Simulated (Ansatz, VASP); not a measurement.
## Two plane-wave programs on MgO

The input POSCAR:

```
MgO
1.0
    2.5519312199      0.0000000000      0.0000000000
    0.0000000000      2.5519312199      0.0000000000
    0.0000000000      0.0000000000      2.5519312199
Mg O
1 1
Direct
    0.0000000000      0.0000000000      0.0000000000
    0.5000000000      0.5000000000      0.5000000000
```

The input INCAR.step1:

```
SYSTEM = MgO
  ALGO = Normal
  EDIFF = 1E-4
  ENCUT = 520
  GGA = PE
  ISMEAR = 0
  LASPH = .True.
  LCHARG = .False.
  LREAL = .False.
  LWAVE = .True.
  NBANDS = 11
  NELM = 100
  PREC = Accurate
  SIGMA = 0.05
```

The input INCAR.step2:

```
SYSTEM = MgO
  ALGO = Normal
  EDIFF = 1E-6
  ENCUT = 520
  ISIF = 2
  ISMEAR = 0
  ISTART = 1
  LASPH = .True.
  LCHARG = .False.
  LMIXTAU = .True.
  LREAL = .False.
  LWAVE = .False.
  METAGGA = R2SCAN
  NBANDS = 11
  NELM = 100
  PREC = Accurate
  SIGMA = 0.05
```

File KPOINTS:

```
k-points
0
Gamma
  10 10 10
  0 0 0
```

Input for Ansatz:

```yaml
crystal:
  lattice:
    - [2.5519312199, 0.0, 0.0]
    - [0.0, 2.5519312199, 0.0]
    - [0.0, 0.0, 2.5519312199]
  atoms:
    - { symbol: Mg, position: [0.0, 0.0, 0.0] }
    - { symbol: O, position: [0.5, 0.5, 0.5] }
basis:
  ecutwfc: 500
  ecutrho_ratio: 4
kpoints:
  mp_grid: { grid: [10, 10, 10] }
hamiltonian:
  xc: r2scan
scf:
  occupations: { method: gaussian, width: 0.05 }
output:
  forces: true
  stress: true
  eigenvalues: true
```

Alike in both runs: task single point; functional r2SCAN; k mesh 10 × 10 × 10; occupations gaussian, width 0.05 eV; no spin polarisation.

```csv
,VASP,Ansatz
version,VASP 6.6.1,Ansatz 0.2.0
potentials or method,"VASP PAW PBE potentials, release 64 (Mg, O)","scalar-relativistic, plane waves, PAW"
plane-wave cutoff (eV),520,500
valence electrons in the cell,8,16
```

|  | VASP | Ansatz | Ansatz less VASP |
| --- | --- | --- | --- |
| gap on the k mesh at the Fermi level (eV) | 4.31 | 4.35 | +0.040 |
| least direct gap on the mesh (eV) | 5.47 | 5.50 | +0.035 |
| pressure (GPa) | 14.2 | 15.5 | +1.36 |

The functional is the same, so the differences come from potentials, cutoffs and numerics. The two sets of potentials don't hold the same shells in valence.

Caveats: the PAW data sets were made with another functional, which shifts forces and pressure a little (VASP). r2SCAN opens gaps a little over a GGA but as a rule still falls short of measured ones. A k mesh can miss the band edges.
